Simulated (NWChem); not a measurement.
**C3H9N (propylamine) at 3 levels**

Aim: a comparison of 3 runs (HF/def2-SVP, MP2/def2-SVP, CCSD/def2-SVP) of C3H9N (propylamine). 

The calculation is run with NWChem 7.3.0.

## 1. Starting point

C3H9N has 13 atoms, charge 0, and is taken as a singlet. SMILES: `CCCN`. The N4–H13 distance was set to 1.518 Å, away from the relaxed value. At this shape a bond of the SMILES string is far longer than usual.

Bond lengths: C1–C2 1.519 Å, C2–C3 1.526 Å, C3–N4 1.453 Å, C1–H5 1.092 Å, C1–H6 1.094 Å, C1–H7 1.093 Å, C2–H8 1.097 Å, C2–H9 1.096 Å, C3–H10 1.096 Å, C3–H11 1.095 Å, N4–H12 1.013 Å. Some angles: C1–C2–C3 113.6°, C2–C3–N4 116.6°, C1–C2–H8 109.8°, C1–C2–H9 109.6°, C3–C2–H8 108.9°, C3–C2–H9 108.5°, C2–C1–H5 111.5°, C2–C1–H6 111.0°, C2–C1–H7 111.6°, C2–C3–H10 109.2°. A long bond or contact: N4–H13 1.518 Å.

## 2. The energy at HF/def2-SVP (run 1)

File c3h9n.nw:

```
start c3h9n
memory stack 880 mb heap 220 mb global 1100 mb
charge 0
geometry units angstroms noautosym nocenter noautoz
  C     -1.080434    -0.180121     0.431846
  C     -0.000834    -1.190621     0.085146
  C      1.396566    -0.584221    -0.010254
  N      1.601466     0.420579    -1.039354
  H     -2.061534    -0.653421     0.510246
  H     -0.869734     0.307379     1.388646
  H     -1.159434     0.601279    -0.328854
  H     -0.242234    -1.679521    -0.866754
  H      0.014866    -1.984621     0.840746
  H      1.659166    -0.131621     0.952746
  H      2.124266    -1.385021    -0.175854
  H      1.363666     0.049479    -1.951654
  H      0.709100     1.626300    -0.805800
end
basis spherical bse
  * library def2-SVP
end
scf
  thresh 1e-08
  maxiter 80
  print medium
end
task scf energy
```

Launch:

```
$ nwchem c3h9n.nw > c3h9n.out
```

What it wrote:

```text
[...]
  functions       =   101
[...]
  wavefunction    = RHF
[...]
         Total SCF energy =   -173.064399167200
      One-electron energy =   -494.334677536331
      Two-electron energy =    189.317924155886
 Nuclear repulsion energy =    131.952354213245
        Time for solution =     12.9s
[...]
```

Wall time 14 s (1 thread of Intel Xeon 6975P-C (Granite Rapids), shared host); peak memory 0.099 GiB.

## 3. A single-point energy at MP2/def2-SVP (run 2)

File c3h9n.nw:

```
echo
start c3h9n
memory 2200 mb

geometry units angstroms noautosym nocenter noautoz
 C       -1.080434      -0.180121       0.431846
 C       -0.000834      -1.190621       0.085146
 C        1.396566      -0.584221      -0.010254
 N        1.601466       0.420579      -1.039354
 H       -2.061534      -0.653421       0.510246
 H       -0.869734       0.307379       1.388646
 H       -1.159434       0.601279      -0.328854
 H       -0.242234      -1.679521      -0.866754
 H        0.014866      -1.984621       0.840746
 H        1.659166      -0.131621       0.952746
 H        2.124266      -1.385021      -0.175854
 H        1.363666       0.049479      -1.951654
 H        0.709100       1.626300      -0.805800
end

basis spherical bse
 * library def2-SVP
end

scf
 thresh 1e-08
 maxiter 80
 print low
end

mp2
 freeze core 4
 tight
end

task mp2 energy
```

Launch:

```
$ nwchem c3h9n.nw > c3h9n.out
```

What it wrote:

```text
[...]
  functions       =   101
[...]
  wavefunction    = RHF
[...]
         Total SCF energy =   -173.064399167200
      One-electron energy =   -494.334677536331
      Two-electron energy =    189.317924155886
 Nuclear repulsion energy =    131.952354213245
        Time for solution =     12.9s
[...]
          Total MP2 energy          -173.688622473798
[...]
```

Wall time 16 s (1 thread of Intel Xeon 6975P-C (Granite Rapids), shared host); peak memory 0.31 GiB.

## 4. The energy at CCSD/def2-SVP (run 3)

File a.nw:

```
start a
memory total 2200 mb
charge 0

geometry noautosym nocenter noautoz
  C       -1.080434      -0.180121       0.431846
  C       -0.000834      -1.190621       0.085146
  C        1.396566      -0.584221      -0.010254
  N        1.601466       0.420579      -1.039354
  H       -2.061534      -0.653421       0.510246
  H       -0.869734       0.307379       1.388646
  H       -1.159434       0.601279      -0.328854
  H       -0.242234      -1.679521      -0.866754
  H        0.014866      -1.984621       0.840746
  H        1.659166      -0.131621       0.952746
  H        2.124266      -1.385021      -0.175854
  H        1.363666       0.049479      -1.951654
  H        0.709100       1.626300      -0.805800
end

basis "ao basis" spherical bse
  C library def2-SVP
  N library def2-SVP
  H library def2-SVP
end

scf
  thresh 1e-08
  maxiter 80
end

ccsd
  freeze core 4
  maxiter 60
end

task ccsd energy
```

Launch:

```
$ nwchem a.nw > a.out
```

What it wrote:

```text
[...]
  functions       =   101
[...]
  wavefunction    = RHF
[...]
         Total SCF energy =   -173.064399167200
      One-electron energy =   -494.334677536331
      Two-electron energy =    189.317924155886
 Nuclear repulsion energy =    131.952354213245
        Time for solution =     12.9s
[...]
 Total MP2 energy:           -173.688622473797892
[...]
             energy      energy      error      ampl     ampl      Block
                                                time     time      time
[...]
 Total CCSD energy:           -173.746728661310271
[...]
```

Wall time 2.5 min (1 thread of Intel Xeon 6975P-C (Granite Rapids), shared host); peak memory 0.29 GiB.

## 5. All runs side by side

| run | level | module | frozen core orbitals | energy (Eh) | HOMO energy (eV) | LUMO energy (eV) | HOMO–LUMO gap (eV) | wall time |
| --- | --- | --- | --- | --- | --- | --- | --- | --- |
| 1 | HF/def2-SVP | scf | – | -173.064399 | -10.28 | 3.30 | 13.57 | 14 s |
| 2 | MP2/def2-SVP | mp2 | 4 | -173.688622 | – | – | – | 16 s |
| 3 | CCSD/def2-SVP | ccsd | 4 | -173.746729 | -10.28 | 3.30 | 13.57 | 2.5 min |

## 6. Outcome

```
                                          quantity          value
                               run 3: total energy  -173.74673 Eh
        run 3: HOMO energy (Hartree–Fock orbitals)      -10.28 eV
        run 3: LUMO energy (Hartree–Fock orbitals)        3.30 eV
      run 3: HOMO–LUMO gap (Hartree–Fock orbitals)       13.57 eV
run 3: correlation energy (4 core orbitals frozen)     -682.3 mEh
```

Below the HF energy at the same shape and in the same basis (def2-SVP): MP2 -624.2 mEh; CCSD -682.3 mEh. All runs together took 3 min, the longest 2.5 min.
